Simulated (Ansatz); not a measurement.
Theory: Ansatz, DFT PBE, scalar-relativistic, plane waves, PAW. All cells share a 420 eV cutoff and Γ-centred k meshes spaced at most about 0.3 Å⁻¹ (about 0.25 or finer for metals, 2π included). No spin polarisation.

All energies are static (0 K, no zero-point motion).

Two forms of Mo3P4 were relaxed alike.

A.

```cif
data_structure
_symmetry_space_group_name_H-M 'P-43m'
_symmetry_Int_Tables_number 215
_cell_length_a 4.9574
_cell_length_b 4.9574
_cell_length_c 4.9574
_cell_angle_alpha 90.000
_cell_angle_beta 90.000
_cell_angle_gamma 90.000
_cell_volume 121.83
loop_
_atom_site_label
_atom_site_type_symbol
_atom_site_symmetry_multiplicity
_atom_site_Wyckoff_symbol
_atom_site_fract_x
_atom_site_fract_y
_atom_site_fract_z
_atom_site_occupancy
Mo1 Mo 3 d 0.00000 0.00000 0.50000 1
P1 P 4 e 0.69521 0.30479 0.30479 1
```

B.

```cif
data_structure
_symmetry_space_group_name_H-M 'Pm-3m'
_symmetry_Int_Tables_number 221
_cell_length_a 4.8242
_cell_length_b 4.8242
_cell_length_c 4.8242
_cell_angle_alpha 90.000
_cell_angle_beta 90.000
_cell_angle_gamma 90.000
_cell_volume 112.27
loop_
_atom_site_label
_atom_site_type_symbol
_atom_site_symmetry_multiplicity
_atom_site_Wyckoff_symbol
_atom_site_fract_x
_atom_site_fract_y
_atom_site_fract_z
_atom_site_occupancy
Mo1 Mo 3 c 0.00000 0.50000 0.50000 1
P1 P 3 d 0.50000 0.00000 0.00000 1
P2 P 1 a 0.00000 0.00000 0.00000 1
```

Question: Which is lower in energy, and by how much?

Answer: A is lower, by 116 meV/atom. A has space group P-43m (No. 215), 17.4 Å³/atom and no gap on its mesh; B has space group Pm-3m (No. 221), 16.0 Å³/atom and no gap. Counting P atoms around Mo (those within 1.25 times the shortest such distance or 1.15 times the sum of covalent radii), A and B both have Mo 4. B holds P–P bonds in all directions (shortest 2.41 Å); in A the shortest P–P distance is 2.74 Å, near bonding range too. The lower one is the more open, so pressure narrows the difference. Even the lower one lies +0.24 eV/atom against the reference forms of the elements (uncorrected), so neither is stable at this level. Both come from invented guesses.

Cells relaxed within their symmetry can be saddle points.
